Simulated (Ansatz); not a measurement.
**Straining SnO2**

These are results of DFT LDA, scalar-relativistic, plane waves, PAW (Ansatz 0.2.0), not measurements. Run with 420 eV cutoff, 6×6×6 k-mesh, Gaussian smearing of 0.02 eV, no spin polarisation.

Starting point, cell and atoms relaxed:

```
CELL_PARAMETERS angstrom
4.70345 0.00000 0.00000
0.00000 5.69517 0.00000
0.00000 0.00000 5.20433
ATOMIC_POSITIONS crystal
Sn 0.50000 0.66732 0.75000
Sn 0.00000 0.83268 0.25000
Sn 0.50000 0.33268 0.25000
Sn 0.00000 0.16732 0.75000
O 0.73102 0.60491 0.07763
O 0.23102 0.89509 0.92237
O 0.76898 0.89509 0.57763
O 0.26898 0.60491 0.42237
O 0.73102 0.39509 0.57763
O 0.23102 0.10491 0.42237
O 0.76898 0.10491 0.07763
O 0.26898 0.39509 0.92237
```

Deformation: uniaxial strain along c, with the lengths of a and b and the atoms relaxed and the angles held, all within the symmetry that the strain leaves. Energies are extrapolated to zero smearing. Gaps are Kohn–Sham gaps over the whole zone.

Task: Give the structure at +1.0 %.

Result:
```
CELL_PARAMETERS angstrom
4.67697 0.00000 0.00000
0.00000 5.69102 0.00000
0.00000 0.00000 5.25637
ATOMIC_POSITIONS crystal
Sn 0.50000 0.66539 0.75000
Sn 0.00000 0.83461 0.25000
Sn 0.50000 0.33461 0.25000
Sn 0.00000 0.16539 0.75000
O 0.73092 0.60608 0.07762
O 0.23092 0.89392 0.92238
O 0.76908 0.89392 0.57762
O 0.26908 0.60608 0.42238
O 0.73092 0.39392 0.57762
O 0.23092 0.10608 0.42238
O 0.76908 0.10608 0.07762
O 0.26908 0.39392 0.92238
```
Space group Pbcn (60), 0.8 meV/atom over the relaxed crystal.

This form isn't the usual stable structure of the compound.

Cost: 5 runs of about 17 core-minutes in all, on Arm Neoverse V2 (shared hosts).